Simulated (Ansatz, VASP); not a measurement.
## One calculation of Si, two programs

The input INCAR:

```
SYSTEM = Si
  PREC = Accurate
  ENCUT = 520
  EDIFF = 1E-7
  ISMEAR = 0
  SIGMA = 0.1
  LREAL = .FALSE.
  LASPH = .TRUE.
  NELM = 60
  ALGO = Normal
  ISIF = 2
  LWAVE = .FALSE.
  LCHARG = .FALSE.
  LDIPOL = .TRUE.
  IDIPOL = 3
  DIPOL = 0.5 0.5 0.372
  GGA = PE
  IVDW = 12
  NBANDS = 16
```

File KPOINTS:

```
regular mesh
0
G
  9 9 1
  0 0 0
```

The input POSCAR:

```
Si
1.0
    3.8472023583      0.0000000000      0.0000000000
   -1.9236011791      3.3317749758      0.0000000000
    0.0000000000      0.0000000000     18.4446971457
Si
4
Direct
    0.3333333333      0.6666666667      0.2695814701
    0.6666666667      0.3333333333      0.2439725610
    0.4444444444      0.5555555556      0.4995851693
    0.7777777778      0.2222222222      0.4739762602
```

Input for Ansatz:

```yaml
crystal:
  lattice:
    - [3.8472023583, 0.0, 0.0]
    - [-1.9236011791, 3.3317749758, 0.0]
    - [0.0, 0.0, 18.4446971457]
  atoms:
    - { symbol: Si, position: [0.3333333333, 0.6666666667, 0.2695814701] }
    - { symbol: Si, position: [0.6666666667, 0.3333333333, 0.243972561] }
    - { symbol: Si, position: [0.4444444444, 0.5555555556, 0.4995851693] }
    - { symbol: Si, position: [0.7777777778, 0.2222222222, 0.4739762602] }
basis:
  ecutwfc: 420
kpoints:
  mp_grid: { grid: [9, 9, 1] }
hamiltonian:
  xc: pbe
  dispersion: d3bj
scf:
  occupations: { method: gaussian, width: 0.1 }
output:
  forces: true
  eigenvalues: true
efield:
  axis: 3
  dipole_correction: true
  ramp_width: 0.04
```

Alike in both runs: task single point; functional PBE; dispersion D3(BJ); k mesh 9 × 9 × 1; occupations gaussian, width 0.1 eV; no spin polarisation.

```csv
,VASP,Ansatz
version,VASP 6.6.1,Ansatz 0.2.0
potentials or method,"VASP PAW PBE potentials, release 64 (Si)","scalar-relativistic, plane waves, PAW"
plane-wave cutoff (eV),520,420
valence electrons in the cell,16,16
```

Ansatz gave:

* gap on the k mesh at the Fermi level (eV): 0.46
* least direct gap on the mesh (eV): 0.59
* rms of the force components (eV/Å): 0.051

**Question.** Which values does VASP return?

**Answer.** gap on the k mesh at the Fermi level (eV): 0.46; least direct gap on the mesh (eV): 0.59; rms of the force components (eV/Å): 0.049.

Atom by atom the forces differ by 0.004 eV/Å (rms over components).
